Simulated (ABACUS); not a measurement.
# Fe (Im-3m) in ABACUS: settings compared, part 2 of 2

ABACUS 3.10.1. Earlier steps stand in the parts before.

### 3 Single point, B86bPBE, collinear spin, ferromagnetic start

INPUT

```
INPUT_PARAMETERS
suffix              Fe
calculation         scf
basis_type          pw
pseudo_dir          ./
symmetry            1
dft_functional      GGA_X_B86_MGC+GGA_C_PBE
ecutwfc             90
pseudo_rcut         10
nspin               2
nbands              20
ks_solver           dav
smearing_method     fd
smearing_sigma      0.00367493
scf_thr             1e-08
scf_nmax            100
mixing_type         broyden
mixing_beta         0.4
cal_force           1
cal_stress          1
out_chg             1
kpar                4
```

STRU

```
ATOMIC_SPECIES
Fe 55.8450 Fe_ONCV_PBE-1.2.upf

LATTICE_CONSTANT
1.8897261246

LATTICE_VECTORS
-1.4430000000 1.4430000000 1.4430000000
1.4430000000 -1.4430000000 1.4430000000
1.4430000000 1.4430000000 -1.4430000000

ATOMIC_POSITIONS
Direct

Fe
0.0
1
0.0000000000 0.0000000000 0.0000000000 1 1 1 mag 3
```

KPT

```
K_POINTS
0
Gamma
10 10 10 0 0 0
```

Potentials or basis: SG15 ONCV 1.2 PBE, plane waves.

Launch:

```sh
OMP_NUM_THREADS=1 mpirun -np 4 abacus > log
```

Wall time 6.1 s (4 MPI ranks of AMD EPYC 9R45 (Zen 5), shared host); peak memory 0.28 GiB.

Results (log left out):

| Quantity | Value |
| --- | --- |
| Free energy | -3221.7270 eV |
| Pressure | -7.0 GPa |
| Band gap on the k mesh | none (metal or under the smearing width) |
| Net moment | 2.29 μB per cell |
| Absolute moment | 2.47 μB per cell |

Levels at points of the mesh, in eV from the Fermi level:
Spin up:
```csv
k point,band 5,band 6,band 7,band 8,band 9,band 10,band 11,band 12,band 13,band 14
"(0.00, 0.00, 0.00)",-7.99,-2.23,-2.23,-2.23,-1.15,-1.15,24.40,24.40,24.40,29.19
"(0.50, 0.50, 0.00)",-4.64,-3.22,-1.08,-0.98,0.25,0.63,6.92,17.90,19.36,22.67
"(0.50, 0.50, 0.50)",-4.56,-4.56,0.00,0.00,0.00,9.61,9.61,9.61,15.13,15.13
```
Spin down:
| k point | band 3 | band 4 | band 5 | band 6 | band 7 | band 8 | band 9 | band 10 | band 11 | band 12 |
| --- | --- | --- | --- | --- | --- | --- | --- | --- | --- | --- |
| (0.00, 0.00, 0.00) | -51.12 | -51.12 | -8.00 | -0.05 | -0.05 | -0.05 | 1.94 | 1.94 | 24.01 | 24.01 |
| (0.50, 0.50, 0.00) | -51.24 | -51.12 | -3.25 | -1.26 | 0.56 | 1.78 | 2.18 | 2.77 | 8.33 | 17.79 |
| (0.50, 0.50, 0.50) | -51.39 | -51.39 | -2.53 | -2.53 | 2.49 | 2.49 | 2.49 | 9.75 | 9.75 | 9.75 |

Caveat: the potentials were made for another functional, which shifts forces and pressure.

### 4 Single point, LDA, collinear spin, ferromagnetic start

run_abacus.py

```python
"""ABACUS run from a structure file: ASE reads it, the script writes STRU, KPT and INPUT."""
import re
import subprocess
from ase.io import read
from ase.units import Bohr

atoms = read("Fe.cif")
atoms = atoms[(-atoms.numbers).argsort(kind="stable")]  # ABACUS lists atoms element by element
pseudo = {'Fe': 'Fe.upf'}
orbital = {'Fe': 'Fe_confined-atom_7au_3s2p2d1f.orb'}
magmoms = [3.0]
kmesh = [12, 12, 12]
params = {
    'suffix': 'Fe',
    'calculation': 'scf',
    'basis_type': 'lcao',
    'pseudo_dir': './',
    'orbital_dir': './',
    'symmetry': 1,
    'dft_functional': 'pz',
    'ecutwfc': 139,
    'pseudo_rcut': 10,
    'nspin': 2,
    'nbands': 20,
    'ks_solver': 'genelpa',
    'smearing_method': 'fd',
    'smearing_sigma': 0.00367493,
    'scf_thr': 1e-07,
    'scf_nmax': 100,
    'mixing_type': 'broyden',
    'mixing_beta': 0.4,
    'cal_force': 1,
    'cal_stress': 1,
    'out_mul': 1,
    'out_chg': 1,
}

symbols = atoms.get_chemical_symbols()
elements = list(dict.fromkeys(symbols))
lines = ["ATOMIC_SPECIES"] + [f"{e} {atoms.get_masses()[symbols.index(e)]:.4f} {pseudo[e]}" for e in elements]
if orbital:
    lines += ["", "NUMERICAL_ORBITAL"] + [orbital[e] for e in elements]
lines += ["", "LATTICE_CONSTANT", f"{1 / Bohr:.10f}", "", "LATTICE_VECTORS"]
lines += [" ".join(f"{x:.10f}" for x in v) for v in atoms.cell]
lines += ["", "ATOMIC_POSITIONS", "Direct"]
for e in elements:
    lines += ["", e, "0.0", str(symbols.count(e))]
    for i, p in enumerate(atoms.get_scaled_positions(wrap=False)):
        if symbols[i] == e:
            mag = "" if magmoms is None else " mag " + " ".join(str(x) for x in (magmoms[i] if isinstance(magmoms[i], list) else [magmoms[i]]))
            lines.append(" ".join(f"{x:.10f}" for x in p) + " 1 1 1" + mag)
open("STRU", "w").write("\n".join(lines) + "\n")
open("KPT", "w").write("K_POINTS\n0\nGamma\n%d %d %d 0 0 0\n" % tuple(kmesh))
open("INPUT", "w").write("INPUT_PARAMETERS\n" + "".join(f"{k:<20s}{v}\n" for k, v in params.items()))

done = subprocess.run(['mpirun', '-np', '4', 'abacus'])
if done.returncode:
    raise SystemExit(done.returncode)
log = open("OUT.Fe/running_scf.log").read()
print("final energy (eV):", re.findall(r"FINAL_ETOT_IS (\S+)", log))
```

Fe.cif

```cif
data_Fe
_cell_length_a 2.49934932
_cell_length_b 2.49934932
_cell_length_c 2.49934932
_cell_angle_alpha 109.47122063
_cell_angle_beta 109.47122063
_cell_angle_gamma 109.47122063
_space_group_name_H-M_alt 'P1'
_space_group_name_Hall 'P 1'
_space_group_IT_number 1
loop_
_space_group_symop_operation_xyz
'x,y,z'
loop_
_atom_site_label
_atom_site_type_symbol
_atom_site_symmetry_multiplicity
_atom_site_Wyckoff_symbol
_atom_site_fract_x
_atom_site_fract_y
_atom_site_fract_z
_atom_site_occupancy
Fe1 Fe 1 a 0.0000000000 0.0000000000 0.0000000000 1
```

Potentials or basis: PseudoDojo NC SR 0.4.1 LDA stringent, DZP LCAO (the cutoffs set its grid).

Launch:

```sh
OMP_NUM_THREADS=1 python run_abacus.py > log
```

Wall time 10 s (4 MPI ranks of AMD EPYC 9R45 (Zen 5), shared host); peak memory 0.4 GiB.

It converged, with:

| Property | Result |
| --- | --- |
| Free energy | -3435.2531 eV |
| Pressure | -24.6 GPa |
| Band gap on the k mesh | none (metal or under the smearing width) |
| Net moment | 2.26 μB per cell |
| Absolute moment | 2.33 μB per cell |
| Site moments | Fe +2.26 μB |

Levels at points of the mesh, in eV from the Fermi level:
Spin up:
```csv
k point,band 6,band 7,band 8,band 9,band 10,band 11,band 12,band 13
"(0.00, 0.00, 0.00)",-2.24,-2.24,-2.24,-0.98,-0.98,24.46,24.46,24.46
"(0.50, 0.50, 0.00)",-3.26,-0.96,-0.81,0.30,0.34,6.78,17.57,18.94
"(0.50, 0.50, 0.50)",-4.54,0.04,0.04,0.04,9.24,9.24,9.24,15.05
```
Spin down:
```
           k point  band 5  band 6  band 7  band 8  band 9  band 10
(0.00, 0.00, 0.00)   -7.98   -0.30   -0.30   -0.30    1.46     1.46
(0.50, 0.50, 0.00)   -3.41   -1.50    0.67    1.36    1.68     2.54
(0.50, 0.50, 0.50)   -2.87   -2.87    2.26    2.26    2.26     9.68
```

Caveat: the atomic orbitals were generated for these runs and aren't a published set; so large a pressure means that the cell lies far from this level's equilibrium, or that cutoff or potentials fall short; the basis of atomic orbitals isn't converged, which shifts pressures, moduli and gaps.

### 5 Overview

```csv
task,level,potentials or basis,cell,k mesh,cutoff (eV),orbital files,max steps of the relaxation,force threshold,optimiser,stress threshold,gap on the mesh (eV),pressure (GPa),moment (μB)
relaxation of cell and atoms,PBE,"PseudoDojo NC SR 0.5 PBE stringent, DZP LCAO (the cutoffs set its grid)",relaxed,12 × 12 × 12,1619,Fe Fe_confined-atom_7au_3s2p2d1f.orb,60,0.005 eV/Å,cg,0.5 kbar,-,0.0,2.26
single point,B86bPBE,"SG15 ONCV 1.2 PBE, plane waves",as given,10 × 10 × 10,1225,-,-,-,-,-,none,-7.0,2.29
single point,LDA,"PseudoDojo NC SR 0.4.1 LDA stringent, DZP LCAO (the cutoffs set its grid)",as given,12 × 12 × 12,1891,Fe Fe_confined-atom_7au_3s2p2d1f.orb,-,-,-,-,none,-24.6,2.26
```

Alike in all rows: spin collinear, ferromagnetic start; smearing fermi-dirac 0.05 eV.

Caveats: the atomic orbitals were generated for these runs and aren't a published set (some runs); the basis of atomic orbitals isn't converged, which shifts pressures, moduli and gaps (some runs); the potentials were made for another functional, which shifts forces and pressure (some runs); so large a pressure means that the cell lies far from this level's equilibrium, or that cutoff or potentials fall short (some runs).

Absolute energies hang on the potentials; compare differences alone.
